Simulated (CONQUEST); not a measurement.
# Sn (Immm) in CONQUEST: notebook, part 2 of 2

CONQUEST 1.3. The steps go on from the part before.

### Step 4. Molecular dynamics, PBE+D2

Contents of Conquest_input:

```
IO.Title Sn
IO.Coordinates coords.dat
IO.FractionalAtomicCoords T
IO.Iprint 2
IO.Iprint_init 1
General.NumberOfSpecies 1
General.PseudopotentialType hamann
General.DFT_D2 T
AtomMove.TypeOfRun md
Grid.GridCutoff 100
DM.SolutionMethod diagon
Diag.MPMesh T
Diag.GammaCentred T
Diag.MPMeshX 5
Diag.MPMeshY 4
Diag.MPMeshZ 3
Diag.kT 0.00734986
minE.SCTolerance 1e-5
Diag.SmearingType 1
Diag.MPOrder 2
Basis.MultisiteSF T
Multisite.LFD T
Multisite.Smear T
SC.MaxIters 100
IO.AtomChargeOutput T
AtomMove.NumSteps 15
AtomMove.WriteExtXYZ T
AtomMove.OutputFreq 1
AtomMove.WriteXSF F
AtomMove.IonTemperature 1000
AtomMove.Timestep 2
MD.Ensemble nve
General.RNGSeed 427
%block ChemicalSpeciesLabel
1 118.710 Sn
%endblock
%block Sn
Atom.NumberOfSupports 9
Atom.MultisiteRange 6.5
Atom.LFDRange 6.5
%endblock
```

Contents of coords.dat:

```
    6.5253717070     0.0000000000     0.0000000000
    0.0000000000     6.7105951028     0.0000000000
    0.0000000000     0.0000000000     8.8376519314
2
  0.0000000000   0.0000000000   0.0000000000 1 T T T
  0.5000000000   0.5000000000   0.5000000000 1 T T T
```

Potentials or basis: PseudoDojo NC PBE, DZP, multi-site functions of range 6.5 bohr, grid cutoff 100 Ha.

Command:

```
$ Conquest
```

Output:

```text
Simulation cell dimensions:     6.5254 a0 x     6.7106 a0 x     8.8377 a0

      Atomic coordinates (a0)
         Atom         X         Y         Z  Species
            1    0.0000    0.0000    0.0000        1
            2    3.2627    3.3553    4.4188        1

         Monkhorst-Pack mesh:   5 x   4 x   3 gamma-centred
        This calculation includes non-local pseudopotentials,
         with a maximum core radius of      7.58370955

    Job title: Sn
    Job to be run: NVE MD run for    15 steps
      Initial ion temperature:  1000.000K

    Ground state search:
      Support functions represented with PAO basis
      Multi-site SFs used with local filter diagonalisation
      Non-spin-polarised electrons
      Solving for the K matrix using diagonalisation
      Using order  2 Methfessel-Paxton smearing

    Integration grid size:     32 x   32 x   40

    Integration grid spacing:  0.204 a0 x 0.210 a0 x 0.221 a0

    Number of species:  1
    --------------------------------------------------------
    |   #  mass (au)  Charge (e)  SF Rad (a0)  NSF  Label  |
    --------------------------------------------------------
    |   1    118.710      14.000       14.084    9  Sn     |
    --------------------------------------------------------

          PAOs are contracted to multi-site support functions
          SCF tolerance:                 0.00001000
          SCF iterations:               100

    The functional used will be GGA PBE96

           radial cut-off to be used is taken to be max PAO cut-off radius for this species:    7.583710

           greatest ang. mom. for making density from PAOs:  2
    Minimum blocs/proc is      640. Maximum blocs/proc is      640
    set_atom_dens: In set_atomic_density, electrons :      28.000000000000
 matrix_size & matrix_size_padH =           18          18
    Init_SFcoeff: Time for making initial multi-site SF coeffficients:          43.62029700 ms

    Screened ion int: energy:    -118.026773146975 Ha

    md_run: starting MD run with     15 steps
    init_md: MD ensemble is nve
    init_vel: initial kinetic energy is    1000.000 K
    init_thermo: starting
    init_thermo: Thermostat type: none
    init_thermo: Extended system: F
    init_baro:Barostat type:   none
    init_baro:Extended system: F
      PulayMixSC: Starting Pulay mixing, A_up =  0.500 A_dn =  0.500
      PulayMixSC: Spin non-polarised calculation.
          Harris-Foulkes Energy            :      -157.602428151507752 Ha
          Free Energy (E-TS)               :      -157.602279892402038 Ha
      PulayMixSC: Pulay iteration     1 residual:              0.15582E-02
          Harris-Foulkes Energy            :      -157.597469659872360 Ha
          Free Energy (E-TS)               :      -157.597285339235299 Ha
      PulayMixSC: Pulay iteration     2 residual:              0.45956E-03
          Harris-Foulkes Energy            :      -157.597319214281157 Ha
          Free Energy (E-TS)               :      -157.597150598954187 Ha
      PulayMixSC: Pulay iteration     3 residual:              0.10699E-03
          Harris-Foulkes Energy            :      -157.597340866250107 Ha
          Free Energy (E-TS)               :      -157.597175837209193 Ha
      PulayMixSC: Pulay iteration     4 residual:              0.59720E-05
      PulayMixSC: Reached SCF tolerance of  0.59720E-05 after      4 iterations
      | Number of electrons      =        28.000061
      | GS Energy with kT -> 0   =      -157.597217094469443 Ha
      | Free Energy as E-TS      =      -157.597175837209193 Ha
      |* Harris-Foulkes energy   =      -157.597340866250107 Ha
      |* DFT total energy        =      -157.597340829247287 Ha

      force: Maximum force :        0.00000000(Ha/a0) on atom         1 in z direction
      force: Force Residual:        0.00000000 Ha/a0
      force: Total stress:         -6.62521189    -3.38333123     5.03754269 GPa
      force: Average pressure:      1.65700014 GPa

      get_E_and_F: Change in energy during last step of electronic optimisation: -0.21652E-04

    MD step:      0 KE:         0.00950030 Ha IntEnergy:        -157.59734087 Ha TotalEnergy:        -157.58784057 Ha
    Ionic temperature       :   1000.00000000 K
    write_md_data: starting

    md_run: iteration     1
    integrate_pt: first call
    update_pos_and_box: starting

    Screened ion int: energy:    -118.026694980168 Ha

      PulayMixSC: Starting Pulay mixing, A_up =  0.500 A_dn =  0.500
      PulayMixSC: Spin non-polarised calculation.
          Harris-Foulkes Energy            :      -157.597303230209690 Ha
          Free Energy (E-TS)               :      -157.597164418608656 Ha
      PulayMixSC: Pulay iteration     1 residual:              0.17340E-04
          Harris-Foulkes Energy            :      -157.597301984814607 Ha
          Free Energy (E-TS)               :      -157.597164629202922 Ha
      PulayMixSC: Pulay iteration     2 residual:              0.46267E-05
      PulayMixSC: Reached SCF tolerance of  0.46267E-05 after      2 iterations
      | Number of electrons      =        28.000031
      | GS Energy with kT -> 0   =      -157.597198968105857 Ha
      | Free Energy as E-TS      =      -157.597164629202922 Ha
      |* Harris-Foulkes energy   =      -157.597301984814607 Ha
      |* DFT total energy        =      -157.597301867764969 Ha

      force: Maximum force :        0.00017421(Ha/a0) on atom         2 in x direction
      force: Force Residual:        0.00025230 Ha/a0
      force: Total stress:         -6.69817997    -3.30264483     4.96003051 GPa
      force: Average pressure:      1.68026476 GPa

      get_E_and_F: Change in energy during last step of electronic optimisation:  0.12454E-05
    integrate_pt: second call

    MD step:      1 KE:         0.00950076 Ha IntEnergy:        -157.59730198 Ha TotalEnergy:        -157.58780123 Ha
    Ionic temperature       :   1000.04840144 K
    Maximum force:               0.00017421 Ha/a0
    Force Residual:              0.00025230 Ha/a0
    Energy change:               0.00003888 Ha
    Conserved quantity H'   :   -157.58780123 Ha
    Components of conserved quantity
    Kinetic energy          :      0.00950076 Ha
    Potential energy        :   -157.59730198 Ha
[... 733 lines left out ...]
      PulayMixSC: Starting Pulay mixing, A_up =  0.500 A_dn =  0.500
      PulayMixSC: Spin non-polarised calculation.
          Harris-Foulkes Energy            :      -157.573870570745356 Ha
          Free Energy (E-TS)               :      -157.573885718931564 Ha
      PulayMixSC: Pulay iteration     1 residual:              0.90269E-04
          Harris-Foulkes Energy            :      -157.573579060743413 Ha
          Free Energy (E-TS)               :      -157.573602426476413 Ha
      PulayMixSC: Pulay iteration     2 residual:              0.31708E-04
          Harris-Foulkes Energy            :      -157.573538619559429 Ha
          Free Energy (E-TS)               :      -157.573563907536368 Ha
      PulayMixSC: Pulay iteration     3 residual:              0.66381E-05
      PulayMixSC: Reached SCF tolerance of  0.66381E-05 after      3 iterations
      | Number of electrons      =        28.000046
      | GS Energy with kT -> 0   =      -157.573557585542119 Ha
      | Free Energy as E-TS      =      -157.573563907536368 Ha
      |* Harris-Foulkes energy   =      -157.573538619559429 Ha
      |* DFT total energy        =      -157.573538259850920 Ha

      force: Maximum force :        0.00819739(Ha/a0) on atom         1 in z direction
      force: Force Residual:        0.00820906 Ha/a0
      force: Total stress:         -6.63054103     0.65461270     2.60420272 GPa
      force: Average pressure:      1.12390854 GPa

      get_E_and_F: Change in energy during last step of electronic optimisation:  0.40441E-04
    integrate_pt: second call

    MD step:     15 KE:         0.01269410 Ha IntEnergy:        -157.57353862 Ha TotalEnergy:        -157.56084452 Ha
    Ionic temperature       :   1336.17896189 K
    Maximum force:               0.00819739 Ha/a0
    Force Residual:              0.00820906 Ha/a0
    Energy change:              -0.00080656 Ha
    Conserved quantity H'   :   -157.56084452 Ha
    Components of conserved quantity
    Kinetic energy          :      0.01269410 Ha
    Potential energy        :   -157.57353862 Ha

      Simulation cell dimensions:     6.5254 a0 x     6.7106 a0 x     8.8377 a0

      Atomic coordinates (a0)
         Atom         X         Y         Z  Species
            1    6.4808    6.4964    8.6707        1
            2    3.3073    3.5695    4.5858        1
    get_T_and_KE: KE:     0.012694 Ha
    get_T_and_KE: T:   1336.178962 K
    get_P_and_stress:  P:     1.767285 GPa
    get_P_and_stress: PV:     0.000000 Ha
    write_md_data: starting

    BIBLIOGRAPHY: Please consider citing the following references in the conquest.bib file

    CONQUEST:         Bowler2002pt, Miyazaki2004, Nakata2020
    Basis:            Bowler2019, Nakata2014, Nakata2015
    DM:               Bowler:2006xr
    Pseudopotentials: Hamann2013, Bowler2019
    MD:               Arita2014,
    XC functional:    Perdew1996
```

It took 5.2 min on 1 thread of Intel Xeon Platinum 8259CL at 2.50GHz (Skylake/Cascade Lake), shared host; peak memory 0.37 GiB.

Step by step:
| step | potential energy change (eV) | largest force (eV/Å) | volume (Å³) | temperature (K) |
| --- | --- | --- | --- | --- |
| 1 | 0.0000 | 0.0000 | 57.35 | 1000 |
| 2 | 0.0011 | 0.0130 | 57.35 | 1000 |
| 3 | 0.0036 | 0.0211 | 57.35 | 1000 |
| 4 | 0.6155 | 0.3951 | 57.35 | 1008 |
| 5 | 0.5951 | 0.3770 | 57.35 | 1027 |
| 6 | 0.5748 | 0.3916 | 57.35 | 1047 |
| 7 | 0.5545 | 0.3956 | 57.35 | 1068 |
| 8 | 0.5345 | 0.4039 | 57.35 | 1091 |
| 9 | 0.5148 | 0.4133 | 57.35 | 1116 |
| 10 | 0.4948 | 0.4314 | 57.35 | 1144 |
| 11 | 0.4741 | 0.4507 | 57.35 | 1174 |
| 12 | 0.4521 | 0.4767 | 57.35 | 1207 |
| 13 | 0.4288 | 0.4995 | 57.35 | 1243 |
| 14 | 0.4046 | 0.5074 | 57.35 | 1281 |
| 15 | 0.6696 | 0.4997 | 57.35 | 1313 |
| 16 | 0.6477 | 0.4221 | 57.35 | 1336 |

Caveat: the k mesh is coarse (spacing up to 0.45 Å⁻¹), so the values aren't converged; multi-site functions contract the basis, which raises the energy a little and makes forces and stress less exact; the conserved quantity drifts by a good part of the energy exchanged; the basis of atomic orbitals isn't converged, which shifts pressures, moduli and gaps.

### Step 5. The runs side by side

```tsv
task	level	potentials or basis	spin	fixed moment (μB)	cell	k mesh	smearing	SCF tolerance	ensemble	temperature	max steps of the ions	mesh quality	pressure (GPa)	moment (μB)
single point	PBEsol	PseudoDojo NC PBE, SZ, grid cutoff 80 Ha	collinear, antiferromagnetic start	-	volume scaled by 0.96	6 × 6 × 4	fermi-dirac 0.027 eV	1e-06	-	-	-	not flagged	5.6	0.00
single point	RPBE	PseudoDojo NC PBE, DZP, grid cutoff 120 Ha	collinear, ferromagnetic start	1	as given	6 × 6 × 4	fermi-dirac 0.027 eV	1e-06	-	-	-	not flagged	1.8	1.00
molecular dynamics	PBE+D2	PseudoDojo NC PBE, DZP, multi-site functions of range 6.5 bohr, grid cutoff 100 Ha	off	-	as given	5 × 4 × 3	methfessel-paxton of order 2 0.2 eV	1e-05	nve	1000 K	15	coarse	-	-
```

Caveats: some runs use coarse meshes; the basis of atomic orbitals isn't converged, which shifts pressures, moduli and gaps; the potentials were made for another functional, which shifts forces and pressure (some runs); the atomic basis is small (some runs); the total moment is fixed, so each spin has its own Fermi level (some runs); multi-site functions contract the basis, which raises the energy a little and makes forces and stress less exact (some runs); the conserved quantity drifts by a good part of the energy exchanged (some runs).

Absolute energies hang on the potentials; compare differences alone.
